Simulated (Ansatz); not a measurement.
WC (Qusongite):

```
W C
1.0
     2.90650    0.00000    0.00000
    -1.45325    2.51710    0.00000
     0.00000    0.00000    2.83660
W C
1 1
Direct
  0.00000 0.00000 0.00000
  0.66667 0.33333 0.50000
```

| Item | Value |
| --- | --- |
| Program | Ansatz 0.2.0 |
| Task | relaxation of cell and atoms |
| Functional | PBEsol |
| Dispersion | D3(BJ) |
| Potentials or basis | all-electron LAPW, scalar-relativistic |
| Basis error allowed | 0.001 eV/atom |
| k mesh | 10 × 10 × 9 |
| Occupations | fermi-dirac, width 0.05 eV |
| Spin | no spin polarisation |

At the start: volume 10.38 Å³/atom.

Task: Where does the relaxation end?

Result: Over 6 steps the energy falls by 8.9 meV/atom and the volume is 10.11 Å³/atom (-2.6 %); space group P-6m2 (No. 187, to 0.05 Å).

The path:
```csv
step,energy change (eV),largest force (eV/Å),volume (Å³)
1,0.0000,0.0000,20.75
2,-0.0101,0.0000,19.91
3,-0.0172,0.0000,20.22
4,-0.0177,0.0000,20.23
5,-0.0177,0.0000,20.22
6,-0.0177,0.0000,20.22
```

Final structure:
```yaml
crystal:
  lattice:
    - [2.88135, 0.00000, 0.00000]
    - [-1.44067, 2.49532, 0.00000]
    - [0.00000, 0.00000, 2.81254]
  atoms:
    - { symbol: W, position: [0.00000, 0.00000, 0.00000] }
    - { symbol: C, position: [0.66667, 0.33333, 0.50000] }
```
